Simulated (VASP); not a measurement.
# NaCl in VASP: one cell, several levels of theory, part 2 of 2

The system is NaCl, a lower-symmetry cell derived from the zincblende prototype, a generated structure that needn't be the ground state.

VASP 6.6.1, plane waves, PAW.

## Step 3: r2SCAN at this geometry

File INCAR:

```
ENCUT = 520.000000
SIGMA = 0.010000
EDIFF = 1.00e-07
ALGO = Normal
METAGGA = R2SCAN
PREC = Accurate
IBRION = -1
ISIF = 2
ISMEAR = 0
NBANDS = 14
NELM = 120
NSW = 0
LASPH = .TRUE.
LCHARG = .FALSE.
LWAVE = .FALSE.
LREAL = .FALSE.
```

File KPOINTS:

```
KPOINTS created by Atomic Simulation Environment
0
Gamma
8 8 8
0 0 0
```

File KPOINTS_OPT:

```
special points
6
Reciprocal
0.0000000000 0.0000000000 0.0000000000 1
-0.5000000000 -0.5000000000 0.0000000000 1
-0.3750000000 -0.3750000000 0.2500000000 1
-0.3750000000 0.0000000000 0.3750000000 1
0.0000000000 0.0000000000 0.5000000000 1
-0.5000000000 -0.2500000000 0.2500000000 1
```

File POSCAR:

```
Na Cl
 1.0000000000000000
    -0.0308727285000000    3.0564001246000001    3.0564001246000001
     3.0564001246000001   -0.0308727285000000    3.0564001246000001
     3.0564001246000001    3.0564001246000001   -0.0308727285000000
 Na  Cl
   1   1
Cartesian
 -0.0072169753113562 -0.0072169753113562 -0.0072169753113562
  1.5276988554863566  1.5276988554863566  1.5276988554863564
```

Started as:

```
mpirun -np 1 vasp_std
```

Printed to the terminal (iteration lines stand in OSZICAR):

```text
POSCAR found type information on POSCAR NaCl
 POSCAR found :  2 types and       2 ions
 -----------------------------------------------------------------------------
|                                                                             |
|                                                                             |
|     You enforced a specific xc type in the INCAR file but a different       |
|     I HOPE YOU KNOW WHAT YOU ARE DOING!                                     |
|                                                                             |
 -----------------------------------------------------------------------------

 LDA part: xc-table for (None), standard interpolation
 POSCAR, INCAR and KPOINTS ok, starting setup
 FFT: planning ... GRIDC
 FFT: planning ... GRID_SOFT
 FFT: planning ... GRID
 WAVECAR not read
 entering main loop
 Start KPOINTS_OPT (optional k-point list driver)
k-point batch [1-6\6]
```

OSZICAR:

```text
N       E                     dE             d eps       ncg     rms          rms(c)
DAV:   1     0.938806424995E+02    0.93881E+02   -0.70134E+03  1832   0.956E+02
DAV:   2    -0.561676686974E+01   -0.99497E+02   -0.91526E+02  1960   0.257E+02
DAV:   3    -0.157451825488E+02   -0.10128E+02   -0.10063E+02  2384   0.772E+01
DAV:   4    -0.159425445994E+02   -0.19736E+00   -0.19729E+00  2138   0.121E+01
DAV:   5    -0.159470937466E+02   -0.45491E-02   -0.45489E-02  2438   0.182E+00    0.238E+00
DAV:   6    -0.135594607548E+02    0.23876E+01   -0.59416E-01  2192   0.745E+00    0.239E+00
DAV:   7    -0.135414472730E+02    0.18013E-01   -0.25305E-01  2348   0.327E+00    0.139E+00
DAV:   8    -0.135553147395E+02   -0.13867E-01   -0.11684E-02  2120   0.769E-01    0.396E-01
DAV:   9    -0.135607822553E+02   -0.54675E-02   -0.75777E-03  1934   0.670E-01    0.178E-01
DAV:  10    -0.135613723110E+02   -0.59006E-03   -0.69587E-04  2420   0.176E-01    0.133E-01
DAV:  11    -0.135613314475E+02    0.40864E-04   -0.31398E-04  2246   0.981E-02    0.106E-02
DAV:  12    -0.135613307865E+02    0.66094E-06   -0.12895E-05  2228   0.266E-02    0.267E-03
DAV:  13    -0.135613308592E+02   -0.72671E-07   -0.33367E-07  2328   0.522E-03
   1 F= -.13561331E+02 E0= -.13561331E+02  d E =-.441271E-57
       N       E                     dE             ncg
DAV:   1     0.716640847163E+03   -0.28091E+04      168
DAV:   2     0.147024045948E+03   -0.56962E+03      174
DAV:   3     0.887424065752E+02   -0.58282E+02      210
DAV:   4     0.875978490899E+02   -0.11446E+01      204
DAV:   5     0.875713289690E+02   -0.26520E-01      222
DAV:   6     0.875703179033E+02   -0.10111E-02      212
DAV:   7     0.875702823545E+02   -0.35549E-04      230
DAV:   8     0.875702809295E+02   -0.14250E-05      230
DAV:   9     0.875702808821E+02   -0.47398E-07      202
```

OUTCAR, selected sections:

```text
k-points           NKPTS =     65   k-points in BZ     NKDIM =     65   number of bands    NBANDS=     14

   NELECT =      14.0000    total number of electrons

   dimension x,y,z NGX =    32 NGY =   32 NGZ =   32
   dimension x,y,z NGXF=    64 NGYF=   64 NGZF=   64

  energy-cutoff  :      520.00
  volume of cell :       57.97
      direct lattice vectors                 reciprocal lattice vectors
    -0.030872728  3.056400125  3.056400125    -0.161133127  0.162777343  0.162777343
     3.056400125 -0.030872728  3.056400125     0.162777343 -0.161133127  0.162777343
     3.056400125  3.056400125 -0.030872728     0.162777343  0.162777343 -0.161133127

 k-points in reciprocal lattice and weights: KPOINTS created by Atomic Simulation Env
   0.00000000  0.00000000  0.00000000       0.002
   0.12500000  0.00000000  0.00000000       0.012
   0.25000000  0.00000000  0.00000000       0.012
   0.37500000  0.00000000 -0.00000000       0.012
   0.50000000  0.00000000  0.00000000       0.006
   0.12500000  0.12500000  0.00000000       0.012
   0.25000000  0.12500000  0.00000000       0.023
   0.37500000  0.12500000 -0.00000000       0.023
[... 57 more k-points ...]

 E-fermi :  -2.6450

 k-point     1 :       0.0000    0.0000    0.0000
  band No.  band energies     occupation
      1     -24.0384      2.00000
      2     -24.0364      2.00000
      3     -24.0364      2.00000
      4     -15.4632      2.00000
      5      -2.7939      2.00000
      6      -2.7939      2.00000
      7      -2.7548      2.00000
      8       2.8195      0.00000
      9       9.2771      0.00000
     10       9.2771      0.00000
     11       9.4601      0.00000
     12      10.9919      0.00000
     13      10.9919      0.00000
     14      13.4963      0.00000

 k-point     2 :       0.1250    0.0000    0.0000
  band No.  band energies     occupation
      1     -24.0394      2.00000
      2     -24.0379      2.00000
      3     -24.0366      2.00000
      4     -15.4413      2.00000
      5      -2.9802      2.00000
      6      -2.8063      2.00000
      7      -2.7732      2.00000
      8       3.1807      0.00000
      9       8.9006      0.00000
     10       9.3656      0.00000
     11       9.5303      0.00000
     12      10.6217      0.00000
     13      10.6579      0.00000
     14      12.6713      0.00000

 k-point     3 :       0.2500    0.0000    0.0000
  band No.  band energies     occupation
      1     -24.0445      2.00000
      2     -24.0389      2.00000
      3     -24.0372      2.00000
      4     -15.3881      2.00000
      5      -3.3798      2.00000
      6      -2.8359      2.00000
      7      -2.8080      2.00000
      8       4.0495      0.00000
      9       8.0915      0.00000
     10       9.1508      0.00000
     11       9.2816      0.00000
     12      10.8011      0.00000
     13      10.9126      0.00000
     14      12.0010      0.00000

 k-point     4 :       0.3750    0.0000   -0.0000
  band No.  band energies     occupation
      1     -24.0500      2.00000
      2     -24.0396      2.00000
      3     -24.0377      2.00000
      4     -15.3342      2.00000
      5      -3.7226      2.00000
      6      -2.8648      2.00000
      7      -2.8415      2.00000
      8       5.0276      0.00000
      9       7.2534      0.00000
     10       8.7370      0.00000
     11       8.8642      0.00000
     12      11.8545      0.00000
     13      11.9918      0.00000
     14      12.0540      0.00000

 k-point     5 :       0.5000    0.0000    0.0000
  band No.  band energies     occupation
      1     -24.0523      2.00000
      2     -24.0398      2.00000
      3     -24.0380      2.00000
      4     -15.3116      2.00000
      5      -3.8525      2.00000
      6      -2.8767      2.00000
      7      -2.8553      2.00000
      8       5.6054      0.00000
      9       6.7428      0.00000
     10       8.5751      0.00000
     11       8.7045      0.00000
     12      12.5126      0.00000
     13      12.8796      0.00000
     14      13.0256      0.00000

 k-point     6 :       0.1250    0.1250    0.0000
  band No.  band energies     occupation
      1     -24.0401      2.00000
      2     -24.0378      2.00000
      3     -24.0370      2.00000
      4     -15.4338      2.00000
      5      -2.9777      2.00000
      6      -2.8415      2.00000
      7      -2.8125      2.00000
      8       3.2950      0.00000
      9       8.8359      0.00000
     10       9.4547      0.00000
     11       9.5760      0.00000
     12       9.7616      0.00000
     13      11.2082      0.00000
     14      13.6307      0.00000

 k-point     7 :       0.2500    0.1250    0.0000
  band No.  band energies     occupation
      1     -24.0438      2.00000
      2     -24.0389      2.00000
      3     -24.0375      2.00000
      4     -15.3909      2.00000
      5      -3.2767      2.00000
      6      -2.8745      2.00000
      7      -2.8547      2.00000
      8       3.9717      0.00000
      9       8.2369      0.00000
     10       8.8285      0.00000
     11       9.6018      0.00000
     12      10.0377      0.00000
     13      11.4418      0.00000
     14      12.9437      0.00000

 k-point     8 :       0.3750    0.1250   -0.0000
  band No.  band energies     occupation
      1     -24.0488      2.00000
      2     -24.0398      2.00000
      3     -24.0383      2.00000
      4     -15.3372      2.00000
      5      -3.6079      2.00000
      6      -2.9241      2.00000
      7      -2.8892      2.00000
      8       4.8977      0.00000
      9       7.3876      0.00000
     10       8.4873      0.00000
     11       9.2485      0.00000
     12      10.8767      0.00000
     13      12.3346      0.00000
     14      12.7062      0.00000

 k-point     9 :       0.5000    0.1250    0.0000
  band No.  band energies     occupation
      1     -24.0518      2.00000
      2     -24.0403      2.00000
      3     -24.0388      2.00000
      4     -15.3043      2.00000
      5      -3.7853      2.00000
      6      -2.9787      2.00000
      7      -2.8916      2.00000
      8       5.7621      0.00000
      9       6.5938      0.00000
     10       8.4722      0.00000
     11       8.9451      0.00000
     12      11.8560      0.00000
     13      13.0287      0.00000
     14      13.3391      0.00000

[... the tables of k-points 10 to 65 left out ...]

  Total        0.0656209      0.0656209      0.0656209      0.0203360      0.0203360      0.0203360
  in kB        1.8136843      1.8136843      1.8136843      0.5620632      0.5620632      0.5620632
  external PRESSURE =       1.8136843 kB  Pullay stress =       0.0000000 kB

 POSITION                                       TOTAL-FORCE (eV/Angst)
 -----------------------------------------------------------------------------------
      6.07471      6.07471      6.07471         0.008281      0.008281      0.008281
      1.52770      1.52770      1.52770        -0.008281     -0.008281     -0.008281
 -----------------------------------------------------------------------------------
    total drift:                                0.017271      0.017271      0.017271

  FREE ENERGIE OF THE ION-ELECTRON SYSTEM (eV)
  ---------------------------------------------------
  free  energy   TOTEN  =       -13.5613308592 eV

  energy  without entropy=      -13.5613308592  energy(sigma->0) =      -13.56133086
```

It took 2.7 min on 1 MPI rank of Intel Xeon Platinum 8488C, shared host; peak memory 0.2 GiB.

The levels at the points of KPOINTS_OPT are read from vasprun.xml.

Band energies at the special points (eV, zero at the top of v, the last band that the electrons fill by count):

```tsv
point	v−1	v	c	c+1
Γ	-0.04	0.00	5.57	12.03
X	-0.35	-0.31	7.47	9.80
U	-0.60	-0.27	8.13	9.88
K	-0.61	-0.24	8.12	9.86
L	-0.12	-0.10	8.36	9.50
W	-0.67	-0.38	8.28	10.25
```

The r2SCAN gap is 5.57 eV, direct at Γ. The pressure is 0.18 GPa, and the largest force is 0.014 eV/Å, on atom 1 (Na).

## Step 4: What came out

The summary covers parts 1 to 2.

| level | gap (eV) | pressure (GPa) |
| --- | --- | --- |
| PBE | 4.95 | 1.00 |
| r2SCAN | 5.57 | 0.18 |

**Reading.** The gap runs from 4.95 eV (PBE) to 5.57 eV (r2SCAN). The pressure is highest with PBE (1.0 GPa) and lowest with r2SCAN (0.2 GPa), which orders the cells that they would relax to.
